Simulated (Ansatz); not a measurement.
# TaN/MgO/RuAl: conductance against the thickness of the layer, part 3 of 6

Wanted: T(E), the conductance and its decay constant for TaN/MgO/RuAl. The lower electrode is TaN rock salt(001), the upper one RuAl B2(001); the barrier is MgO rock salt(001) (non-polar). In the first transport cell, after relaxation, the nearest pair of electrode and barrier is N–Mg at 2.12 Å, along the normal, at the lower face and Ru–O at 2.23 Å, along the normal, at the upper one. All share a net of side 3.065 Å, which strains the lower electrode by -1.9 %, the upper one by +2.2 % and the barrier by +2.0 %, against typed lattice constants near PBE's. The first steps treat the bulk electrodes alone.

Ansatz 0.2.0; PBE DFT, plane waves, PAW files (the session's first sound run).

So far. Step 4 (Relaxing the interfaces): The largest force component on a free atom ends at 0.019 eV/Å. At one or more of this run's solves the program warned of density in the dipole ramp over its bound, where dipole, forces and levels can be off.

**5. Transmission over a wide range of energy**

This step: PBE DFT, plane waves, PAW files; ballistic transmission by layer matching between semi-infinite leads (Ansatz 0.2.0).

System of this step: TaN/MgO/RuAl. The cell holds 47 atoms: 12 N, 12 Ta, 4 O, 4 Mg, 8 Ru and 7 Al. Its edges and angles: a = 3.065 Å, b = 3.065 Å, c = 69.802 Å, α = 90.0°, β = 90.0°, γ = 90.0°. Regions: left electrode, 24 atoms (12 N and 12 Ta); barrier, 8 atoms (4 O and 4 Mg); right electrode, 15 atoms (8 Ru and 7 Al). Vacuum lies along c.

The relaxed core is set between ideal electrode layers (this cell holds 4 atomic planes between the electrodes; where that differs from the relaxed slab, whole periods were copied in or cut out without a new relaxation), which the solver continues as semi-infinite leads. A wide energy window on a coarse mesh (12×12) shows where the Fermi level lies against the barrier's bands; the projected density of states shows how far the metals' states reach in.

Input file input.yaml:

```yaml
crystal:
  lattice:
    - [3.065, 0.0, 0.0]
    - [0.0, 3.065, 0.0]
    - [0.0, 0.0, 69.8018428248]
  atoms:
    - { symbol: "N", position: [0.5, 0.5, 0.1002838853] }
    - { symbol: Ta, position: [0.0, 0.0, 0.1002838853] }
    - { symbol: "N", position: [0.0, 0.0, 0.1321814236] }
    - { symbol: Ta, position: [0.5, 0.5, 0.1321814236] }
    - { symbol: "N", position: [0.5, 0.5, 0.164078962] }
    - { symbol: Ta, position: [0.0, 0.0, 0.164078962] }
    - { symbol: "N", position: [0.0, 0.0, 0.1959765003] }
    - { symbol: Ta, position: [0.5, 0.5, 0.1959765003] }
    - { symbol: "N", position: [0.5, 0.5, 0.2278740386] }
    - { symbol: Ta, position: [0.0, 0.0, 0.2278740386] }
    - { symbol: "N", position: [0.0, 0.0, 0.259771577] }
    - { symbol: Ta, position: [0.5, 0.5, 0.259771577] }
    - { symbol: "N", position: [0.5, 0.5, 0.2916691153] }
    - { symbol: Ta, position: [0.0, 0.0, 0.2916691153] }
    - { symbol: "N", position: [0.0, 0.0, 0.3235666536] }
    - { symbol: Ta, position: [0.5, 0.5, 0.3235666536] }
    - { symbol: "N", position: [0.5, 0.5, 0.355464192] }
    - { symbol: Ta, position: [0.0, 0.0, 0.355464192] }
    - { symbol: "N", position: [0.0, 0.0, 0.3873617303] }
    - { symbol: Ta, position: [0.5, 0.5, 0.3873617303] }
    - { symbol: "N", position: [0.5, 0.5, 0.4192592686] }
    - { symbol: Ta, position: [0.0, 0.0, 0.4192592686] }
    - { symbol: "N", position: [0.0, 0.0, 0.4534505237] }
    - { symbol: Ta, position: [0.5, 0.5, 0.449838345] }
    - { symbol: O, position: [0.5, 0.5, 0.4825415505] }
    - { symbol: Mg, position: [0.0, 0.0, 0.4838300931] }
    - { symbol: O, position: [0.0, 0.0, 0.5130750478] }
    - { symbol: Mg, position: [0.5, 0.5, 0.5141782153] }
    - { symbol: O, position: [0.5, 0.5, 0.5434574601] }
    - { symbol: Mg, position: [0.0, 0.0, 0.5443628329] }
    - { symbol: O, position: [0.0, 0.0, 0.5732026705] }
    - { symbol: Mg, position: [0.5, 0.5, 0.576031895] }
    - { symbol: Ru, position: [0.0, 0.0, 0.6051269074] }
    - { symbol: Al, position: [0.5, 0.5, 0.6248748033] }
    - { symbol: Ru, position: [0.0, 0.0, 0.6460164426] }
    - { symbol: Al, position: [0.5, 0.5, 0.667158082] }
    - { symbol: Ru, position: [0.0, 0.0, 0.6882997213] }
    - { symbol: Al, position: [0.5, 0.5, 0.7094413606] }
    - { symbol: Ru, position: [0.0, 0.0, 0.730583] }
    - { symbol: Al, position: [0.5, 0.5, 0.7517246393] }
    - { symbol: Ru, position: [0.0, 0.0, 0.7728662787] }
    - { symbol: Al, position: [0.5, 0.5, 0.794007918] }
    - { symbol: Ru, position: [0.0, 0.0, 0.8151495573] }
    - { symbol: Al, position: [0.5, 0.5, 0.8362911967] }
    - { symbol: Ru, position: [0.0, 0.0, 0.857432836] }
    - { symbol: Al, position: [0.5, 0.5, 0.8785744754] }
    - { symbol: Ru, position: [0.0, 0.0, 0.8997161147] }
kpoints:
  mp_grid: { grid: [10, 10, 1] }
scf:
  occupations: { method: fermi_dirac, width: 0.1 }
  max_iter: 150
hamiltonian:
  xc: pbe
output:
  transmission:
    kmesh: [12, 12]
    e_range: [-2, 3]
    de: 0.1
    leads: [[10, 12], [39, 41]]
  dos: { projected: true, e_range: [-6, 5], de: 0.05 }
  write_potential: true
  write_density: true
  volumetric_format: npy
  elf: true
```

Run with:

```console
ansatz run input.yaml --threads 4 --pin off --max-ram 12288MiB --backend cpu --events-out ev --progress --plain --runs-dir out
```

Numbers of over 12 decimals in the logs are rounded to 6 here.

What it wrote:

```text
[...]
Crystal: 47 atoms, lattice volume = 655.734 Å³
Basis set: ecut = 420 eV, 12801 PW (Γ)
Bands: 262, of which v1, the nominal top of the filled ones, is band 215 counted from 1 (214 counted from 0)
Symmetry: 8 space group operations
[...]
k-points: 21 of 100
[...]
SCF iter   1: F=—  HF=-184588.562931 eV  |F-HF|=—  |Δ(HF+E_count)|=         —  Δρ=1.56e-2  dr2=5.08e2  ethr=1.77e-3  ⟨swp⟩=8.1  Hψ=26249  notcnv=0  defer=49
[...]
SCF iter  12: F=-184587.878889 eV  HF=-184587.878889 eV  |F-HF|=2.92e-8  |Δ(HF+E_count)|=   1.17e-8  Δρ=9.53e-7  dr2=3.50e-8  ethr=2.33e-11  ⟨swp⟩=13.0  Hψ=17717  notcnv=0
SCF 1 converged in 12 iterations: F = -184587.878889 eV  dr2 = 3.50e-8
[...]
transmission: 194 of 1932 steps passed
transmission: 387 of 1932 steps passed
[...]
transmission: 1932 of 1932 steps passed
WARN: The output density's exchange-correlation potential varies sharply where the density is thin. Do not read a vacuum level from v_tot or v_xc, or from such a field of the output density. On a cell that repeats whose density bears no net charge and no dipole along the vacuum's axis use v_es (v_loc + v_h of the components); under efield.dipole_correction with no amplitude use v_es + v_field, which holds any externa [...]
SCF converged after 12 iterations
Free energy (F): -184587.878889 eV
[...]
Internal energy: -184587.074863 eV  (E = F + TS)
E sigma→0 (E₀):  -184587.476876 eV
Entropy (-TS):   -0.804025 eV (-17.107 meV/atom)
Fermi energy:    14.096391 eV
[...]
--- Band table (eV; the first three rows and the last of 21) ---
  k-point 0: bands = [... 211 lower, 13.5441, 13.8581, 13.8581, 13.9185, 13.9185, 14.0745, 14.0963, 14.1106, ... 43 higher]
  k-point 1: bands = [... 211 lower, 13.5787, 13.6835, 13.7777, 13.7876, 13.8267, 13.8514, 13.9628, 13.9674, ... 43 higher]
  k-point 2: bands = [... 211 lower, 13.3809, 13.3851, 13.4080, 13.5451, 13.6292, 13.6880, 13.6927, 13.7323, ... 43 higher]
  k-point 20: bands = [... 211 lower, 15.1391, 15.2229, 15.3426, 15.3457, 15.3726, 15.4034, 15.4345, 15.4577, ... 43 higher]
--- Transmission ---
  basis      : 89 plane waves across, 69 finite elements along
  points     : 28, standing for a mesh of 12 x 12
  energies   : 51 from -2.000000 to 3.000000 eV about the Fermi level, 0.100000 eV apart; the leads are filled to 0.000000 eV, and channels, transmission and decay are at 0.000000 eV
  crystal 0  : N1Ta1, at the sites [10, 12], period 2.2265 Å, over 24.49 Å; its Hamiltonian steps by up to 17.6 meV
    offset         : up to 0.0000 Å between an atom of the period and one for which it stands
    channels       : 2.062500e0 a spin
    conductance    : none, the energies end too early or step too widely for 300 K: set another output.transmission.e_range or a lower de, or, where they end at an eighth of basis.ecutwfc, a higher one
    slowest decay  : 0.0036 /Å at (0.5000, 0.2500)
  crystal 1  : Al1Ru1, at the sites [39, 41], period 2.9515 Å, over 20.66 Å; its Hamiltonian steps by up to 8.9 meV
[...]
channels       : 1.500000e0 a spin
[...]
slowest decay  : 0.0305 /Å at (0.2500, 0.1667)
  junction   : crystal 0 to crystal 1, 18.55 to 52.43 Å
    transmission   : 1.217251e-5 a spin
[...]
```

Wall time 7.6 min (4 threads of Arm Neoverse V1, shared host); peak memory 5.8 GiB; 27 min of CPU time.

This run has no spin polarisation although its electron count is odd.

This step gave:

| Item | Value |
| --- | --- |
| free energy | -184587.8789 eV |
| Fermi energy | 14.10 eV |
| level to which the leads are filled | 0 eV from the Fermi level |
| transmission at the Fermi level (a spin, zone mean) | 1.22e-5 |
| channels of the lower lead | 2.062 |
| channels of the upper lead | 1.5 |
| potential step in the lower lead | 17.6 meV |
| potential step in the upper lead | 8.9 meV |

One spin. The transmission, zone mean by energy, zero at the Fermi level:

energy (eV), log10 transmission, zone mean and a bar from the least value:
```
    -2.00       -5.3 
    -1.80       -4.8 ####
    -1.50       -4.0 ##########
    -1.30       -4.6 ######
    -1.00       -4.2 #########
    -0.80       -4.4 #######
    -0.60       -4.3 ########
    -0.30       -4.4 #######
    -0.10       -5.0 ##
     0.00       -4.9 ###
     0.10       -5.0 ##
     0.40       -5.1 #
     0.60       -5.1 #
     0.90       -5.2 #
     1.10       -5.2 #
     1.30       -5.2 #
     1.60       -4.9 ###
     1.80       -3.9 ###########
     2.00       -3.5 ##############
     2.30       -3.6 #############
     2.50       -2.8 ####################
     2.80       -1.8 ############################
     3.00       -1.6 ##############################
```

One spin. Table of open channels, zone mean by energy, zero at the Fermi level:

```csv
energy (eV),lower lead,upper lead
-2.00,1.06,0.757
-1.80,1.22,1.37
-1.50,1.33,1.05
-1.30,1.28,1.02
-1.00,1.61,1.84
-0.80,1.56,2.22
-0.60,1.53,2.19
-0.30,1.78,1.88
-0.10,1.59,1.63
0.00,2.06,1.5
0.10,2.09,1.28
0.40,1.93,0.840
0.60,2.12,0.688
0.90,2.29,0.438
1.10,2.71,0.438
1.30,2.65,0.361
1.60,2.96,0.396
1.80,3.13,0.417
2.00,3.38,0.764
2.30,2.58,0.681
2.50,2.58,0.938
2.80,2.33,1
3.00,2.5,1.06
```

Transmission over k1 and k2. At 0.0000 eV from the Fermi level.

Values in units of 1e-5, 12 rows by 12 columns:
```
8.6 8.3 0.0 0.7 2.6 0.2 0.0 0.2 2.6 0.7 0.0 8.3
3.6 0.0 0.5 0.2 0.3 0.1 0.0 0.1 0.3 0.2 0.5 0.0
0.0 0.7 0.2 0.0 0.0 0.9 0.0 0.9 0.0 0.0 0.2 0.7
3.5 2.6 0.3 0.0 0.0 0.2 0.1 0.2 0.0 0.0 0.3 2.6
0.1 0.2 0.1 0.9 0.2 2.6 3.5 2.6 0.2 0.9 0.1 0.2
0.0 0.0 0.0 0.0 0.1 3.5 0.3 3.5 0.1 0.0 0.0 0.0
0.1 0.2 0.1 0.9 0.2 2.6 3.5 2.6 0.2 0.9 0.1 0.2
3.5 2.6 0.3 0.0 0.0 0.2 0.1 0.2 0.0 0.0 0.3 2.6
0.0 0.7 0.2 0.0 0.0 0.9 0.0 0.9 0.0 0.0 0.2 0.7
3.6 0.0 0.5 0.2 0.3 0.1 0.0 0.1 0.3 0.2 0.5 0.0
8.6 8.3 0.0 0.7 2.6 0.2 0.0 0.2 2.6 0.7 0.0 8.3
9.4 8.6 3.6 0.0 3.5 0.1 0.0 0.1 3.5 0.0 3.6 8.6
```
Columns: k1 (b1) from -0.5 to 0.417; rows upwards: k2 (b2) from -0.5 to 0.417.

Open channels of the lower lead over k1 and k2. At 0.0000 eV from the Fermi level.

Ten even steps from '0' (0.00) to '9' (4.00):
```
550552725505
505575757550
055759595755
557555555575
525957775952
077557775577
525957775952
557555555575
055759595755
505575757550
550552725505
555055055055
```
Columns: k1 (b1) from -0.5 to 0.417; rows upwards: k2 (b2) from -0.5 to 0.417.

Open channels of the upper lead over k1 and k2. At 0.0000 eV from the Fermi level.

Values, 12 rows by 12 columns:
```
3.00 3.00 2.00 2.00 3.00 1.00 1.00 1.00 3.00 2.00 2.00 3.00
2.00 2.00 1.00 1.00 1.00 1.00 1.00 1.00 1.00 1.00 1.00 2.00
2.00 2.00 1.00 1.00 0.00 1.00 1.00 1.00 0.00 1.00 1.00 2.00
3.00 3.00 1.00 0.00 0.00 1.00 1.00 1.00 0.00 0.00 1.00 3.00
1.00 1.00 1.00 1.00 1.00 3.00 3.00 3.00 1.00 1.00 1.00 1.00
1.00 1.00 1.00 1.00 1.00 3.00 3.00 3.00 1.00 1.00 1.00 1.00
1.00 1.00 1.00 1.00 1.00 3.00 3.00 3.00 1.00 1.00 1.00 1.00
3.00 3.00 1.00 0.00 0.00 1.00 1.00 1.00 0.00 0.00 1.00 3.00
2.00 2.00 1.00 1.00 0.00 1.00 1.00 1.00 0.00 1.00 1.00 2.00
2.00 2.00 1.00 1.00 1.00 1.00 1.00 1.00 1.00 1.00 1.00 2.00
3.00 3.00 2.00 2.00 3.00 1.00 1.00 1.00 3.00 2.00 2.00 3.00
3.00 3.00 2.00 2.00 3.00 1.00 1.00 1.00 3.00 2.00 2.00 3.00
```
Columns: k1 (b1) from -0.5 to 0.417; rows upwards: k2 (b2) from -0.5 to 0.417.

Projected DOS an atom over height of the atomic layer and energy from the Fermi level. Layers: TaN TaN TaN TaN TaN TaN TaN TaN TaN TaN TaN TaN MgO MgO MgO MgO Ru Al Ru Al Ru Al Ru Al Ru Al Ru Al Ru Al Ru; projections on atoms miss part of the total, and the computed bands can run out at the top of the range; a column is the mean of 2 neighbouring layers, the last of those left over.

Values in states/eV, 22 rows by 16 columns, each cell a mean:
```
0.04 0.03 0.04 0.04 0.04 0.05 0.02 0.02 0.10 0.03 0.03 0.03 0.03 0.03 0.03 0.12
0.18 0.23 0.21 0.22 0.22 0.24 0.04 0.05 0.17 0.09 0.08 0.10 0.08 0.11 0.18 0.77
0.38 0.41 0.43 0.42 0.36 0.55 0.10 0.05 0.17 0.17 0.14 0.18 0.15 0.17 0.17 0.10
0.53 0.68 0.66 0.66 0.69 0.68 0.09 0.04 0.20 0.23 0.23 0.18 0.20 0.21 0.19 0.12
0.86 0.79 0.77 0.78 0.77 0.85 0.06 0.05 0.40 0.44 0.47 0.48 0.48 0.46 0.40 0.22
1.08 0.96 0.99 1.00 0.96 0.96 0.05 0.08 0.63 0.54 0.53 0.53 0.52 0.53 0.49 0.35
0.88 0.81 0.88 0.86 0.88 0.80 0.04 0.05 0.31 0.33 0.34 0.34 0.34 0.35 0.43 0.47
0.69 0.60 0.57 0.57 0.61 0.54 0.03 0.03 0.20 0.16 0.14 0.13 0.14 0.16 0.30 0.75
0.56 0.49 0.46 0.47 0.48 0.44 0.02 0.01 0.29 0.21 0.19 0.20 0.20 0.21 0.35 1.14
0.56 0.43 0.44 0.44 0.45 0.41 0.01 0.02 0.85 0.55 0.52 0.54 0.52 0.50 0.53 1.95
0.51 0.36 0.36 0.36 0.37 0.33 0.01 0.04 1.37 0.99 0.95 1.01 1.00 0.94 0.97 3.33
0.42 0.37 0.36 0.37 0.34 0.36 0.01 0.07 1.98 1.44 1.74 1.62 1.65 1.73 1.39 3.01
0.26 0.30 0.30 0.28 0.31 0.28 0.01 0.05 1.08 1.11 1.03 1.06 1.03 1.05 1.25 2.81
0.26 0.24 0.25 0.26 0.25 0.26 0.01 0.04 0.94 1.25 1.18 1.21 1.21 1.16 1.09 1.68
0.20 0.23 0.24 0.24 0.24 0.22 0.01 0.03 0.55 0.65 0.61 0.64 0.66 0.63 0.70 1.71
0.13 0.15 0.16 0.16 0.16 0.14 0.01 0.05 0.74 0.90 0.90 0.90 0.89 0.88 0.97 1.26
0.12 0.14 0.14 0.14 0.15 0.13 0.04 0.32 1.07 1.23 1.16 1.11 1.11 1.23 1.27 0.84
0.07 0.09 0.08 0.08 0.09 0.10 0.30 1.25 0.72 0.79 0.83 0.85 0.85 0.78 0.83 0.39
0.11 0.06 0.07 0.08 0.08 0.15 0.93 1.07 0.33 0.36 0.37 0.36 0.36 0.35 0.31 0.11
0.31 0.14 0.12 0.12 0.13 0.35 1.17 0.48 0.20 0.17 0.18 0.19 0.18 0.21 0.20 0.08
0.65 0.29 0.27 0.26 0.24 0.48 0.79 0.61 0.46 0.35 0.33 0.33 0.33 0.31 0.42 0.17
0.87 0.42 0.44 0.45 0.42 0.70 0.53 0.48 0.54 0.67 0.64 0.64 0.64 0.64 0.63 0.21
```
Columns: height of the atomic layer (Å) from 8.11 to 62.8 (not evenly spaced); rows upwards: energy from the Fermi level (eV) from -6 to 5.

Valence density in the ca plane at fractional y = 0.000, with atoms of Ta and N and Mg and O and Ru within 0.2 Å of it. It is the smooth field of the valence electrons, not physical close to the nuclei.

Values in e/Å³, 5 rows by 16 columns, each cell a mean:
```
 1  2  1  4  1  1  2  2  5  1  3  0  7  1  3  1
 0  0  0  1  0  0  0  0  0  0  0  0  0  0  0  0
 0  0  0  0  0  0  0  0  0  0  0  0  0  0  0  0
 0  1  0  1  1  1  1  0  0  0  1  0  0  0  1  0
 1  3  1  4  2  2  2  3 10  2  4  1 12  1  5  1
```
Columns run along c (16.0 Å, from fractional 0.37 to 0.60 of the cell), rows up along a (3.1 Å). Atoms in or near the plane, at fractional coordinates: N at (0.39, 0.00), Ta at (0.42, 0.00), N at (0.45, 0.00), Mg at (0.48, 0.00), O at (0.51, 0.00), Mg at (0.54, 0.00), O at (0.57, 0.00).

ELF in the ca plane at fractional y = 0.000, with atoms of Ta and N and Mg and O and Ru within 0.2 Å of it. It is the smooth field of the valence electrons, not physical close to the nuclei.

Ten even steps from '0' (0.03) to '9' (0.81), each cell a mean:
```
24431897896044423987971576752436757423257675
02201699983002102899841366633433665334335653
00000256531000000356411222234432222344322222
00000001000000000000012333344444333444443334
00000122210000000122112332234443223344432233
00000478862000001688731244333432343234323332
14421799995024413999961577743435777423257774
33331894796042323974871563652436637523266365
```
Columns run along c (16.0 Å, from fractional 0.48 to 0.71 of the cell), rows up along a (3.1 Å). Atoms in or near the plane, at fractional coordinates: Mg at (0.48, 0.00), O at (0.51, 0.00), Mg at (0.54, 0.00), O at (0.57, 0.00), Ru at (0.61, 0.00), Ru at (0.65, 0.00), Ru at (0.69, 0.00).

Electrostatic potential energy in the ca plane at fractional y = 0.000, with atoms of Ta and N and Mg and O and Ru within 0.2 Å of it. With pseudopotentials it is smooth inside the atoms' cores, unlike the true potential.

Ten even steps from '0' (-58 eV) to '9' (18 eV), each cell a mean:
```
99999999999999998510147841278620037862168730
99999999999999998754468987798754468987789864
99999999999999999887789999999887789999999987
99999999999999999998999999999998899999999998
99999999999999999988899999999988889999999988
99999999999999999866678998899876678998899876
99999999999999998631258864588641257874478752
99999999999999997400047830168510036850058630
```
Columns run along c (16.0 Å, from fractional 0.00 to 0.23 of the cell; values clipped at the 3rd and 97th percentile), rows up along a (3.1 Å). Atoms in or near the plane, at fractional coordinates: Ta at (0.10, 0.00), N at (0.13, 0.00), Ta at (0.16, 0.00), N at (0.20, 0.00), Ta at (0.23, 0.00).

At the Fermi level the transmission is 1.2e-5, as a zone mean for one spin on this coarse mesh. At the Fermi level the layers of this cell's barrier hold from 0.0013 to 0.056 states an eV and atom. In the worse lead the potential repeats within 18 meV, which the program lets pass.

(Part 3 of 6 ends here.)

[Logs are printed without paths, hosts, clocks, repeated set-up lines and the standing remarks that a program may print on its own settings, such as how far it seeks lower states.]

[Hosts, paths, dates, database ids (printed as entryN), source tags and the programs' standing remarks are cut or masked in the printed files.]
